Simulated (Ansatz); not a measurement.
Ansatz input

```yaml
crystal:
  lattice:
    - [-1.7415846794, 1.7415846794, 1.7415846794]
    - [1.7415846794, -1.7415846794, 1.7415846794]
    - [1.7415846794, 1.7415846794, -1.7415846794]
  atoms:
    - { symbol: Zr, position: [0.0, 0.0, 0.0], spin: 1.0 }
hamiltonian:
  xc: mr2scan
  pseudopotentials:
    kind: paw
    azcp:
      Zr: "pseudopotentials/Zr.paw.azcp"
basis:
  ecutwfc: 500
  fft_grid_basis: typed
kpoints:
  mp_grid: { grid: [20, 20, 20], shift: [0, 0, 0] }
magnetization:
  spin_polarized: true
scf:
  occupations: { method: fermi_dirac, width: 0.05 }
output:
  stress: true
```

and its output:

```
Engine: ansatz 0.2.0, x86_64-unknown-linux-gnu
Pseudopotentials: kind: paw
Pseudopotential: Zr, paw, valence charge 12, recommended cutoff 500 eV (meta_gga) 
Functional definition: m-r2SCAN
  exchange = m_r2scan_x
  correlation = m_r2scan_c
Crystal: 1 atoms, lattice volume = 21.130 Å³
Basis set: ecut = 500 eV, 555 PW (Γ), exchange–correlation on 96×96×96 points (64 copies of the dense FFT grid, shifted against one another)
Bands: 11, of which v1, the nominal top of the filled ones, is band 6 counted from 1 (5 counted from 0)
Symmetry: 48 space group operations
Space group: Im-3m (ITA 229), of the structure as read, at distance tolerance 2.8e-5 Å
Magnetic group: BNS 229.140 (UNI 1642), of the structure as read, at distance tolerance 2.8e-5 Å
k-points: 256 of 8000
Non-local potential: Zr, projectors of the file, l = 0: 3, l = 1: 2, l = 2: 2, l = 3: 2
PAW form: soft (Blöchl's): semilocal exchange-correlation on the pseudo side does not see the compensation charge
PAW frozen core: Zr, regenerated for the run's functional (the file was generated under x = pbe(κ = 0.804, μ = 0.2195149727645171), c = pbe(β = 0.06672455060314922))
PAW one-centre angular grid: Zr, 590 points (default); XC on 160 Gauss nodes
Initial density: superposition of atomic densities (chi_scale 0.1, normalization cell)
Starting moments: Σ|m| = 1 μB on 1 of 1 site
Initial wavefunctions: pseudopotential atomic-orbital guess
Functional: x = mr2scan, c = mr2scan; τ floored in thin density (d = 2e-4 eV/Å³)
iter 1 solved again at ethr=1.98e-3 eV; its pass at ethr=3.10e-3 eV (dr2=2.37e-1 eV) is discarded
SCF iter   1: F=—  HF=-4194.748587 eV  |F-HF|=—  |Δ(HF+E_count)|=         —  Δρ=2.65e-2 (↑2.65e-2 ↓1.03e-2)  dr2=2.82e-1  dr2_τ=3.64e-3  dr2_m=2.88e-2  M=0.783 μB ∫|m|=0.783 μB  β_m=1.00  ethr=1.98e-3  ⟨swp⟩=2.0  Hψ=43015  notcnv=0
Mixer restart at iter 1: flushing history
SCF iter   2: F=—  HF=-4194.830477 eV  |F-HF|=—  |Δ(HF+E_count)|=         —  Δρ=1.31e-2 (↑1.31e-2 ↓8.48e-3)  dr2=5.55e-2  dr2_τ=2.45e-3  dr2_m=1.26e-2  M=0.495 μB ∫|m|=0.495 μB  β_m=0.81  ethr=1.98e-3  ⟨swp⟩=2.8  Hψ=10085  notcnv=0
Mixer restart at iter 2: flushing history
SCF iter   3: F=—  HF=-4194.841329 eV  |F-HF|=—  |Δ(HF+E_count)|=   1.09e-2  Δρ=7.38e-3 (↑7.38e-3 ↓6.08e-3)  dr2=1.45e-2  dr2_τ=4.54e-4  dr2_m=5.29e-3  M=0.344 μB ∫|m|=0.344 μB  β_m=0.78  ethr=4.62e-4  ⟨swp⟩=2.4  Hψ=9551  notcnv=0  defer=11  κ⁻¹=1.0e0(r=1)
SCF iter   4: F=—  HF=-4194.867591 eV  |F-HF|=—  |Δ(HF+E_count)|=   2.63e-2  Δρ=3.26e-3 (↑2.87e-3 ↓3.26e-3)  dr2=5.74e-4  dr2_τ=8.61e-5  dr2_m=1.42e-3  M=0.107 μB ∫|m|=0.107 μB  β_m=0.44  ethr=1.21e-4  ⟨swp⟩=2.3  Hψ=9763  notcnv=0  defer=17  κ⁻¹=9.5e-3(r=2)
SCF iter   5: F=—  HF=-4194.868607 eV  |F-HF|=—  |Δ(HF+E_count)|=   1.02e-3  Δρ=1.53e-3 (↑1.39e-3 ↓1.53e-3)  dr2=1.99e-4  dr2_τ=9.49e-6  dr2_m=2.98e-4  M=0.050 μB ∫|m|=0.050 μB  β_m=0.43  ethr=4.78e-6  ⟨swp⟩=2.1  Hψ=8519  notcnv=0  defer=17  κ⁻¹=9.0e-3(r=3)
...
SCF iter  15: F=—  HF=-4194.867911 eV  |F-HF|=—  |Δ(HF+E_count)|=   4.67e-9  Δρ=8.55e-7 (↑8.55e-7 ↓8.52e-7)  dr2=1.38e-12  dr2_τ=1.56e-11  dr2_m=1.39e-10  M=-0.000 μB ∫|m|=0.000 μB  β_m=1.00  ethr=1.00e-12  ⟨swp⟩=1.0  Hψ=15591  notcnv=0  κ⁻¹=1.0e-7(r=8)
SCF iter  16: F=—  HF=-4194.867911 eV  |F-HF|=—  |Δ(HF+E_count)|=  7.16e-10  Δρ=3.46e-7 (↑3.33e-7 ↓3.46e-7)  dr2=5.04e-13  dr2_τ=2.53e-12  dr2_m=2.20e-11  M=-0.000 μB ∫|m|=0.000 μB  β_m=1.00  ethr=1.00e-12  ⟨swp⟩=2.0  Hψ=10750  notcnv=0  κ⁻¹=3.3e-7(r=8)
SCF iter  17: F=-4194.867911 eV  HF=-4194.867911 eV  |F-HF|=1.18e-11  |Δ(HF+E_count)|=  1.10e-10  Δρ=1.34e-7 (↑1.25e-7 ↓1.34e-7)  dr2=2.31e-13  dr2_τ=3.98e-13  dr2_m=3.08e-12  M=-0.000 μB ∫|m|=0.000 μB  ethr=1.00e-12  ⟨swp⟩=1.9  Hψ=8844  notcnv=0
SCF 1 converged in 17 iterations: F = -4194.867911 eV  dr2 = 2.31e-13
WARN: the starting moments were not kept: the SCF closed with an absolute magnetisation of 9.2e-6 μB, where they sum to 1 μB in size (1 site). That is at most 0.1 of that sum. Measured as dr2_m measures the in/out step, that magnetisation stands 1.0e-11 eV from none, at or under the dr2_threshold of 1.0e-7 eV: it is no larger than a step whose dr2_m would equal this threshold. The system may hold no moment; this SCF shows only that its start led to no more than that. To try another start: raise the starting moments (crystal.atoms[].spin, magnetization.per_species, magnetization.initial_magnetization, or on a non-collinear deck that types none of these the spinor_matrix: blocks that start its atoms; where the total moment is fixed, keep their sum and leave initial_magnetization as it is; typed ones take the place of any that the run laid by itself, positive ones on a crystal's lanthanoids without a Hubbard term where scf.initial_density.shell_occupations: [] is typed) or, if the notice of its spin-set hold's release reads "site moments contracting" or "site moments show no strong build", lengthen the hold (scf.mixing.spin_hold: { on: { confirm: 4 } }; for m-r²SCAN on two components see the key's manual first). Each may lead to a state that holds a moment. A second SCF, from the converged charge density, with the starting moments and any scf.initial_density.shell_occupations laid on it anew, would have followed, and was not run: the deck does not ask for one (magnetization.retry_lost_moments is false, the default). To let it run, set magnetization.retry_lost_moments: true and run the deck again, where that key's refused combinations let it; where memory then withholds it, that run's warning says so.
this state was not tested for a lower state beside it, because the mixer in use, unlike msr1, does not test its closes by its own steps (another_mixer; see scf.mixing.algorithm and scf.lower_state_search)
SCF converged after 17 iterations
Magnetization: -0.0000 μB (6.0000 up, 6.0000 down)
Absolute magnetization: 0.0000 μB (∫|ρ↑−ρ↓|, with the PAW one-centre terms)
Spin contamination: 0.0000 ħ² per cell (⟨S²⟩ above its minimum at these occupations)
Per-site moments (μB) at R_I (Å): [(-5.246505867993232e-6, 1.2443116745417961)]
Free energy (F): -4194.867911 eV
Harris-Foulkes:  -4194.867911 eV  (|F-HF|=1.18e-11)
Internal energy: -4194.855840 eV  (E = F + TS)
E sigma→0 (E₀):  -4194.861876 eV
Entropy (-TS):   -0.012071 eV (-12.071 meV/atom)
Fermi energy:    15.372818 eV
--- Per-component energies (eV) ---
  E_band       = -84.972354
  E_kinetic    = 334.819640
  E_local      = -579.502592  (includes V_loc(G=0)·N_el)
  E_nonlocal   = 80.862731
  E_hartree    = 179.839783
  E_xc         = -156.067017
  E_vxc        = -211.897896  (∫ρ·V_xc dr)
  E_paw        = -2971.416297  (= ΣΔE_a)
  E_vpaw       = -81.562045  (= ΣTr[D̂ρ^β])
  E_aug_tail   = 0.000012  (compensation charges beyond the density's cutoff)
  E_vtau       = 12.628226  (kinetic-family band-sum trace: ∫τ·v_τ [+ j·A + Jᵃ·Aᵃ] dr)
  E_ewald      = -1083.227359
  E_core_change = -0.164742  (= ΣΔE_core)
  E_smearing   = -0.012071  (= −TS)
  E_closure    = 0.000000  (closes the sum)
  Σ components = -4194.867911   (vs F -4194.867911, Δ=0.00e0)
--- Stress (GPa, compression-positive) ---
        8.188394      -0.000000      -0.000000
       -0.000000       8.188394       0.000000
        0.000000      -0.000000       8.188394
  P = ⅓ Tr σ = 8.1884 GPa (81.884 kbar)
```
